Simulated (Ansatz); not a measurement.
Runs of Ansatz 0.2.0 on Ge. Symmetry: P6_3mc, No. 186, hexagonal system. The conventional cell has a = 4.050 Å, b = 4.050 Å, c = 10.993 Å, α = 90.00°, β = 90.00°, γ = 120.00°. Ge (site symmetry 3m) has 3 Ge at 2.44 Å as nearest neighbours. Ge (site symmetry 3m) has 3 Ge at 2.44 Å as nearest neighbours. This isn't the form of Ge at room conditions, which is diamond.

```csv
share of exact exchange,gap on the mesh (eV),pressure (GPa),largest force (eV/Å)
0.1,1.15,-0.6,0.09
0.2,1.47,-1.1,(c)
0.05,(b),-0.4,0.05
0.15,(a),-0.9,0.13
```

Alike in all rows: task single point; level HSE06 form with a typed share of exact exchange; potentials or basis Ansatz PAW; no spin polarisation; cell as given; k mesh 4 × 4 × 2; cutoff (eV) 420; smearing fermi-dirac 0.05 eV; the mesh is coarse, so values aren't converged.

Problem. Fill in the values left out.

Solution. (a) 1.32; (b) 0.99; (c) 0.17.

Caveats: all runs use coarse meshes; the PAW data sets come from PBE, with cores solved anew for the run's functional, which leaves a small shift of forces and pressure; the thresholds are loose for stress.

A k mesh can miss the band edges, and the runs leave out spin-orbit coupling on Ge.
